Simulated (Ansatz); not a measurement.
# MoSe2: the cost of one run

Computed with Ansatz 0.2.0 (DFT LDA, all-electron LAPW, scalar-relativistic unless said, unless a step's input says otherwise).

The COD entry's cell or inner coordinates are ideal or old and differ from later refinements, so a difference from it is no clean test against experiment.

## (1) The structure to begin with

It takes space group P6_3/mmc (No. 194, hexagonal). The conventional cell has a = 3.248 Å, b = 3.248 Å, c = 12.740 Å, α = 90.00°, β = 90.00°, γ = 120.00°. Around Mo (site symmetry -6m2) lie 6 Se at 2.50 Å. Se (site symmetry 3m) has 3 Mo at 2.50 Å as nearest neighbours.

As a file:

```
Mo Se
1.0
     3.24844    0.00000    0.00000
    -1.62422    2.81323    0.00000
     0.00000    0.00000   12.74044
Mo Se
2 4
Direct
  0.33333 0.66667 0.25000
  0.66667 0.33333 0.75000
  0.33333 0.66667 0.61991
  0.66667 0.33333 0.11991
  0.33333 0.66667 0.88009
  0.66667 0.33333 0.38009
```

Cartesian axes are those of the input's lattice vectors. The structure goes back to a database entry.

## (2) Reference run, fine mesh, LAPW

File input.yaml:

```yaml
crystal:
  lattice:
    - [3.24844313112, 0.0, 0.0]
    - [-1.62422156556, 2.8132342743, 0.0]
    - [0.0, 0.0, 12.74044031055]
  atoms:
    - { symbol: Mo, position: [0.333333333333, 0.666666666667, 0.25] }
    - { symbol: Mo, position: [0.666666666667, 0.333333333333, 0.75] }
    - { symbol: Se, position: [0.333333333333, 0.666666666667, 0.619909805164] }
    - { symbol: Se, position: [0.666666666667, 0.333333333333, 0.119909805164] }
    - { symbol: Se, position: [0.333333333333, 0.666666666667, 0.880090194836] }
    - { symbol: Se, position: [0.666666666667, 0.333333333333, 0.380090194836] }
kpoints:
  mp_grid: { grid: [6, 6, 2] }
scf:
  occupations: { method: fixed }
hamiltonian:
  xc: lda
  pseudopotentials: { kind: all_electron, lapw: { basis_error: 0.001 } }
output:
  forces: true
  stress: true
  eigenvalues: true
  eigenstates:
    nscf_kmesh: { grid: [10, 10, 4] }
    de_dk: true
    e_range: [-9, 10.74788450074]
checkpoint:
  write: ck
  write_wavefunctions: false
```

Started as:

```console
> ansatz run input.yaml --threads 1 --pin off --max-ram 3072MiB --backend cpu --events-out ev --progress --plain --runs-dir out
```

What time and memory should one allow on 1 thread of Intel Xeon Platinum 8488C (Sapphire Rapids), shared host?

About 95 s, with a peak of 0.68 GiB.
